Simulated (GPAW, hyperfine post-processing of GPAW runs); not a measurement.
# Li6CoO4: isotropic lines and sites in a paramagnetic 7Li spectrum

Calculated values: DFT, revPBE+U, plane-wave PAW, GPAW setups, collinear spin, scalar-relativistic (GPAW), contact and point-dipole shifts scaled to 330 K with Θ = -8 K (measured); spin-only moments, above the ordering temperature.

```cif
data_structure
_symmetry_space_group_name_H-M 'P 1'
_symmetry_Int_Tables_number 1
_cell_length_a 6.4742
_cell_length_b 6.4742
_cell_length_c 4.6073
_cell_angle_alpha 90.000
_cell_angle_beta 90.000
_cell_angle_gamma 90.000
_cell_volume 193.12
loop_
_atom_site_label
_atom_site_type_symbol
_atom_site_fract_x
_atom_site_fract_y
_atom_site_fract_z
_atom_site_occupancy
Co1 Co 0.50000 0.50000 0.50000 1
Co2 Co 0.00000 0.00000 0.00000 1
O3 O 0.26402 0.00000 0.78576 1
O4 O 0.00000 0.73598 0.21424 1
O5 O 0.50000 0.23598 0.28576 1
O6 O 0.73598 0.00000 0.78576 1
O7 O 0.76402 0.50000 0.71424 1
O8 O 0.00000 0.26402 0.21424 1
O9 O 0.23598 0.50000 0.71424 1
O10 O 0.50000 0.76402 0.28576 1
Li11 Li 0.71793 0.71793 0.00000 1
Li12 Li 0.78207 0.21793 0.50000 1
Li13 Li 0.71793 0.28207 0.00000 1
Li14 Li 0.21793 0.21793 0.50000 1
Li15 Li 0.28207 0.28207 0.00000 1
Li16 Li 0.21793 0.78207 0.50000 1
Li17 Li 0.78207 0.78207 0.50000 1
Li18 Li 0.28207 0.71793 0.00000 1
Li19 Li 0.00000 0.50000 0.45159 1
Li20 Li 0.00000 0.50000 0.95159 1
Li21 Li 0.50000 0.00000 0.04841 1
Li22 Li 0.50000 0.00000 0.54841 1
```

7Li MAS at 11.7 T (193.6 MHz), 62.5 kHz, 330 K; contact and dipolar shift alone, no orbital or quadrupolar part; lines under 1.5 % of the strongest are left out. NMR lines, with heights relative to the strongest:

```
position (ppm)  intensity
       -1451.0        3.0
       -1128.2         13
        -805.4         35
        -482.6         79
        -159.7         55
         163.1         55
         278.3        2.9
         485.9         37
         601.1         24
         808.7         17
         923.9        100
        1131.5        4.5
        1246.7         18
        1569.5        5.2
```

**Question.** Which lines are isotropic ones rather than spinning sidebands, and which Li atoms give them?

Sidebands are spaced by 323 ppm (the spinning rate over the resonance of 193.6 MHz). An isotropic line need not be the tallest: it is the area-weighted centre of its own family of sidebands, and the one that stays put when the rate is changed. Isotropic shifts: -160 ppm for atom 11 and the 7 atoms equivalent to it (3 Co through links of 79° (2) and 102° (2)), reduced anisotropy 1116 ppm; 924 ppm for atom 19 and the 3 atoms equivalent to it (4 Co through links of 112° (2) and 174° (2)), reduced anisotropy 505 ppm. The families' total areas stand as 2:1, which settles the match.

[Logs are printed without paths, hosts, clocks, repeated set-up lines and the standing remarks that a program may print on its own settings, such as how far it seeks lower states.]

[Hosts, paths, dates, database ids (printed as entryN), source tags and the programs' standing remarks are cut or masked in the printed files.]
